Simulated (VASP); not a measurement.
Set up this calculation in VASP 6.6.1, as the native input.

| Property | Result |
| --- | --- |
| Task | relaxation of cell and atoms |
| Functional | PBEsol |
| Potentials or basis | VASP PAW PBE potentials, release 64 (Mg, O) |
| Cutoff | 600 eV |
| k mesh | 9 × 9 × 5 |
| Occupations | gaussian, width 0.03 eV |
| Spin | no spin polarisation |
| Further INCAR settings | ALGO = Normal; EDIFF = 1e-07; IBRION = 2; EDIFFG = -0.005; NSW = 90; ISIF = 3 |

The structure of MgO lies in POSCAR:

```
MgO                                     
1.0
    3.2992384943     -0.0000000000      0.0000000000
   -1.6496192472      2.8572243504     -0.0000000000
    0.0000000000     -0.0000000000      5.0172950236
  Mg              O             
     2     2
Direct
     0.3333333300000021    0.6666666699999979    0.4909960145170740
     0.6666666699999979    0.3333333300000021    0.9909960145170741
     0.6666666699999979    0.3333333300000021    0.3880139854829270
     0.3333333300000021    0.6666666699999979    0.8880139854829269
```

The cell was built by a generator and needn't be a form met in nature.

One way to write it, as run:

INCAR

```
SYSTEM = MgO
PREC = Accurate
ENCUT = 600
EDIFF = 1E-7
ISMEAR = 0
SIGMA = 0.03
LREAL = .FALSE.
LASPH = .TRUE.
NELM = 80
ALGO = Normal
ISIF = 3
LWAVE = .FALSE.
LCHARG = .FALSE.
GGA = PS
IBRION = 2
NSW = 90
EDIFFG = -0.005
KPAR = 4
```

KPOINTS

```
regular mesh
0
G
  9 9 5
  0 0 0
```

Potentials or basis: VASP PAW PBE potentials, release 64 (Mg, O).

Launch:

```console
$ cat potpaw_PBE.64/Mg/POTCAR potpaw_PBE.64/O/POTCAR > POTCAR
$ mpirun -np 4 vasp_std > vasp.out
```

It gave:

The relaxed volume is 11.81 Å³/atom. The relaxed cell is a = 3.298 Å, b = 3.298 Å, c = 5.015 Å, α = 90.00°, β = 90.00°, γ = 120.00°, the space group after relaxing (to 0.05 Å) is P6_3mc (No. 186) and the energy gained by relaxing is 0.0 meV/atom. The ionic steps are 2 and the pressure after relaxing is 0.0 GPa. The band gap on the k mesh is 3.38 eV, direct.

Caveat: the PAW data sets were made with another functional, which shifts forces and pressure a little.

Run time: 14 s on 4 MPI ranks on Intel(R) Xeon(R) Platinum 8488C (Sapphire Rapids) (shared host), peak memory 0.18 GiB a rank.
